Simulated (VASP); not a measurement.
**A VASP 6.6.1 single-point calculation on GaN**

INCAR

```
PREC = Accurate
LREAL = .FALSE.
NELM = 74
LASPH = .TRUE.
ENCUT = 520
NELMDL = -12
NBANDS = 16
IBRION = -1
EDIFF = 1E-7
ISMEAR = -1
GGA = PE
ISYM = 0
SIGMA = 0.02
ISIF = 2
LCHARG = .FALSE.
NSW = 0
LWAVE = .FALSE.
```

KPOINTS

```
KPOINTS created by Atomic Simulation Environment
0
Gamma
4 4 4
0 0 0
```

POSCAR

```
Ga N
 1.0000000000000000
     0.0000000000000000    2.2489525411000000    2.2039734903000001
     2.2489525411000000    0.0000000000000000    2.2039734903000001
     2.2489525411000000    2.2489525411000000    0.0000000000000000
 Ga  N
   1   1
Cartesian
  0.0000000000000000  0.0000000000000000  0.0000000000000000
  1.1244762705500000  1.1244762705500000  1.1019867451500001
```

The recommended PBE PAW datasets give the neutral cell 18 valence electrons.

Command

```
mpirun -np 1 vasp_std
```

Problem. Predict the outcome of this run.

Solution. It converged. Results: gap between bands v and c on the k mesh 1.81 eV; least direct gap on the k mesh 1.81 eV; pressure 10.3 GPa. Band v is the last that the valence electrons fill when counted band by band, and c is the next.

OSZICAR

```
N       E                     dE             d eps       ncg     rms          rms(c)
DAV:   1     0.776104616209E+02    0.77610E+02   -0.94441E+03  1304   0.203E+03
DAV:   2    -0.896290308148E+01   -0.86573E+02   -0.80370E+02  1344   0.319E+02
DAV:   3    -0.140783254586E+02   -0.51154E+01   -0.50991E+01  1336   0.670E+01
DAV:   4    -0.141366014773E+02   -0.58276E-01   -0.58270E-01  1488   0.763E+00
DAV:   5    -0.141373056700E+02   -0.70419E-03   -0.70418E-03  1384   0.717E-01
DAV:   6    -0.141373293838E+02   -0.23714E-04   -0.23714E-04  1640   0.119E-01
DAV:   7    -0.141373298270E+02   -0.44325E-06   -0.44318E-06  1384   0.124E-02
DAV:   8    -0.141373298447E+02   -0.17681E-07   -0.17685E-07  1256   0.220E-03
DAV:   9    -0.141373298454E+02   -0.69303E-09   -0.68937E-09  1032   0.552E-04
DAV:  10    -0.141373298455E+02   -0.78217E-10   -0.12976E-09  1008   0.313E-04
DAV:  11    -0.141373298456E+02   -0.97316E-10   -0.48562E-10   856   0.168E-04
DAV:  12    -0.141373298456E+02    0.00000E+00   -0.18952E-10   808   0.119E-04    0.786E+00
DAV:  13    -0.120425716078E+02    0.20948E+01   -0.48900E+00  1720   0.408E+01    0.265E+00
DAV:  14    -0.120561661330E+02   -0.13595E-01   -0.36392E-01  1392   0.639E+00    0.180E+00
DAV:  15    -0.120533513437E+02    0.28148E-02   -0.55614E-02  1216   0.364E+00    0.764E-01
DAV:  16    -0.120487620617E+02    0.45893E-02   -0.17150E-02  1712   0.313E+00    0.181E-01
DAV:  17    -0.120490835283E+02   -0.32147E-03   -0.17657E-03  1352   0.631E-01    0.757E-02
DAV:  18    -0.120489896641E+02    0.93864E-04   -0.31626E-04  1688   0.271E-01    0.125E-02
DAV:  19    -0.120489962746E+02   -0.66105E-05   -0.33528E-05  1304   0.599E-02    0.116E-02
DAV:  20    -0.120489960515E+02    0.22307E-06   -0.10955E-06  1464   0.162E-02    0.392E-03
DAV:  21    -0.120489959688E+02    0.82690E-07   -0.65341E-08   928   0.322E-03
   1 F= -.12048996E+02 E0= -.12048996E+02  d E =-.480220E-11
```

Standard output (part)

```
POSCAR found type information on POSCAR GaN
 POSCAR found :  2 types and       2 ions
 LDA part: xc-table for (Slater+PW92), standard interpolation
 POSCAR, INCAR and KPOINTS ok, starting setup
 WAVECAR not read
 entering main loop
```

These settings aren't sound, so the numbers aren't properties of the crystal.

On sound settings PBE gives a gap of 1.83 eV on its mesh and a pressure of 10.4 GPa for the intended cell.
